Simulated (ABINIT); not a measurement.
Ge, 1 atom in the cell. It takes space group I4/mmm (No. 139, tetragonal). Conventional cell: a = 3.217 Å, b = 3.217 Å, c = 3.746 Å, α = 90.00°, β = 90.00°, γ = 90.00°. Ge (site symmetry 4/mmm) has 12 Ge at 2.95 to 3.22 Å as nearest neighbours. The cell was built by a generator and needn't be a form met in nature.

| Item | Value |
| --- | --- |
| Program | ABINIT 10.8.3 (patched build) |
| Task | single point |
| Functional | AM05 |
| Potentials or basis | JTH PAW PBE v2.0 |
| Cutoff | 707 eV |
| k mesh | 12 × 12 × 12 |
| Occupations | fermi-dirac, width 0.05 eV |
| Spin | no spin polarisation |
| Fine-grid cutoff | 1306.15 eV |

Potentials or basis: JTH PAW PBE v2.0.

Run with:

```sh
$ abinit run.abi > log 2>&1
```

Hardware: 1 thread of Arm Neoverse V1, with other jobs on the host.

Question: How long does it take, and how much memory?

Answer: It took 45 s on 1 thread of Arm Neoverse V1 (shared host), peak memory 0.15 GiB. Counts: scf iterations 11, mpi ranks 1, k points 163, bands 11, plane waves 840.
